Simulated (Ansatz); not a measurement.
# BaZrO3: the cost of one run

The runs shown are made with Ansatz 0.2.0. PAW datasets, plane waves. The values are computed, spin-unpolarised, and not measurements.

### 1 The cell

The unstrained cell was relaxed with r2SCAN; in each strained cell the atoms were relaxed again with r2SCAN. Names of k-points are those of the unstrained zone, where strain can split equivalent points. First state: no strain.

Space group Pm-3m (No. 221), cubic; a = 4.205 Å in the conventional setting, 14.87 Å³ an atom. Near Ba stand 12 O at 2.97 Å; near Zr stand 6 O at 2.10 Å; near O stand 2 Zr at 2.10 Å and 4 Ba at 2.97 Å.

The structure in full:

```
Ba Zr O
1.0
     4.20536    0.00000    0.00000
     0.00000    4.20536    0.00000
     0.00000    0.00000    4.20536
Ba Zr O
1 1 3
Direct
  0.00000 0.00000 0.00000
  0.50000 0.50000 0.50000
  0.50000 0.50000 0.00000
  0.50000 0.00000 0.50000
  0.00000 0.50000 0.50000
```

### 2 No strain: PBE

Contents of input.yaml:

```yaml
crystal:
  lattice:
    - [4.2053551814, 0.0, 0.0]
    - [0.0, 4.2053551814, 0.0]
    - [0.0, 0.0, 4.2053551814]
  atoms:
    - { symbol: Ba, position: [0.0, 0.0, 0.0] }
    - { symbol: Zr, position: [0.5, 0.5, 0.5] }
    - { symbol: O, position: [0.5, 0.5, 0.0] }
    - { symbol: O, position: [0.5, 0.0, 0.5] }
    - { symbol: O, position: [0.0, 0.5, 0.5] }
kpoints:
  mp_grid: { grid: [6, 6, 6] }
  band_path:
    path: [[0.0, 0.0, 0.0], [0.0, 0.5, 0.0], [0.5, 0.5, 0.0], [0.5, 0.5, 0.5]]
    npoints: 1
hamiltonian:
  xc: pbe
scf:
  occupations: { method: fermi_dirac, width: 0.02 }
  n_extra_bands: 5
output:
  forces: true
  stress: true
  eigenvalues: true
```

Run with:

```
$ ansatz run input.yaml --threads 4 --pin off --max-ram 4608MiB --backend cpu --events-out ev --progress --plain --runs-dir out
```

Q: Estimate wall time and peak memory on 4 threads of Intel Xeon at 2.50GHz (Skylake/Cascade Lake), shared host.

About 3.8 s, with a peak of 0.42 GiB.
